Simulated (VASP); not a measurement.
**Cu3Au: relaxation of cell and atoms with PBEsol**

The system is Cu3Au.

```xyz
4
Lattice="3.7200 0.0000 0.0000 0.0000 3.7200 0.0000 0.0000 0.0000 3.7200" Properties=species:S:1:pos:R:3 pbc="T T T"
Cu    0.0000    1.8600    1.8600
Cu    1.8600    0.0000    1.8600
Cu    1.8600    1.8600    0.0000
Au    0.0000    0.0000    0.0000
```

The cell was built by a generator and needn't be a form met in nature.

```
Program                : VASP 6.6.1
Task                   : relaxation of cell and atoms
Functional             : PBEsol
Potentials or basis    : VASP PAW PBE potentials, release 64 (Cu, Au)
Cutoff                 : 600 eV
k mesh                 : 12 × 12 × 12
Occupations            : methfessel-paxton, width 0.1 eV
Spin                   : no spin polarisation
Further INCAR settings : ALGO = Normal; EDIFF = 1e-07; IBRION = 2; EDIFFG = -0.005; NSW = 40; ISIF = 3
```

```yaml
Relaxed_volume: 12.83 Å³/atom
Relaxed_cell: a = 3.716 Å, b = 3.716 Å, c = 3.716 Å, α = 90.00°, β = 90.00°, γ = 90.00°
Space_group_after_relaxing_to_0.05_Å: Pm-3m (No. 221)
Energy_gained_by_relaxing: 0.1 meV/atom
Ionic_steps: 3
Pressure_after_relaxing: 0.0 GPa
Band_gap_on_the_k_mesh: none (metal or under the smearing width)
```

Step by step:
```csv
step,energy change (eV),largest force (eV/Å),pressure (GPa),volume (Å³)
1,0.0000,0.0000,-0.47,51.48
2,-0.0001,0.0000,0.40,51.20
3,-0.0003,0.0000,0.03,51.31
```

Final structure:
```
CELL_PARAMETERS angstrom
3.71586 0.00000 0.00000
0.00000 3.71586 0.00000
0.00000 0.00000 3.71586
ATOMIC_POSITIONS crystal
Cu 0.00000 0.50000 0.50000
Cu 0.50000 0.00000 0.50000
Cu 0.50000 0.50000 0.00000
Au 0.00000 0.00000 0.00000
```

Levels at points of the mesh, in eV from the Fermi level:
```
           k point  band 19  band 20  band 21  band 22  band 23  band 24  band 25  band 26
(0.00, 0.00, 0.00)    -1.44    -1.44    -1.44     1.14     1.14     1.14     6.08     7.69
(0.50, 0.00, 0.00)    -2.07    -2.01    -1.60    -1.44     5.79     5.79     6.60     6.60
(0.50, 0.50, 0.00)    -2.34    -2.24    -0.57    -0.57    -0.45     0.33     8.61     9.55
(0.50, 0.50, 0.50)    -1.66    -1.66    -1.25    -1.23    -1.23    -1.23     2.50     4.23
```

Run time: 2.2 min on 1 thread of Intel(R) Xeon(R) 6975P-C (Granite Rapids), on a shared host, peak memory 0.26 GiB.

Caveat: the PAW data sets were made with another functional, which shifts forces and pressure a little. The run has no spin-orbit coupling, so splittings on Au are missing.
